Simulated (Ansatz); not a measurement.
# MnO in Ansatz: the effect of functional

MnO:

```
Mn O
1.0
     2.97129   -1.71698    0.00000
     2.97129    1.71698    0.00000
    -1.98463    0.00000    2.81031
Mn O
1 1
Cartesian
  1.9788 0.0000 1.4070
  3.9609 0.0000 0.7007
```

The cell comes from a database or a generator and needn't be the stable form of this composition.

Alike in all runs:

```yaml
Program: Ansatz 0.2.0
Task: band structure
Potentials_or_basis: Ansatz PAW
k_mesh: 7 × 7 × 7
Occupations: fermi-dirac, width 0.05 eV
Spin: collinear spin, ferromagnetic start
Starting_moments: "[4.0, 0.0] μB"
```

```csv
functional,cutoff,pressure (GPa)
PBEsol,420 eV (not typed: the program's choice for these potentials),?
RPBE,420 eV (not typed: the program's choice for these potentials),-0.3
revPBE,420 eV (not typed: the program's choice for these potentials),-1.2
BLYP,420 eV (not typed: the program's choice for these potentials),-0.4
r2SCAN,500 eV (not typed: the program's choice for these potentials),-6.3
```

Task: What does the run with functional PBEsol give?

Result: Pressure -8.4 GPa.

Caveats: a cell with one magnetic atom can't hold antiferromagnetic order, which such compounds often take; the PAW data sets come from PBE, with cores solved anew for the run's functional, which leaves a small shift of forces and pressure; the magnetic or orbital state may not be the lowest (some runs).

Runs at the PBE level aren't shown here.
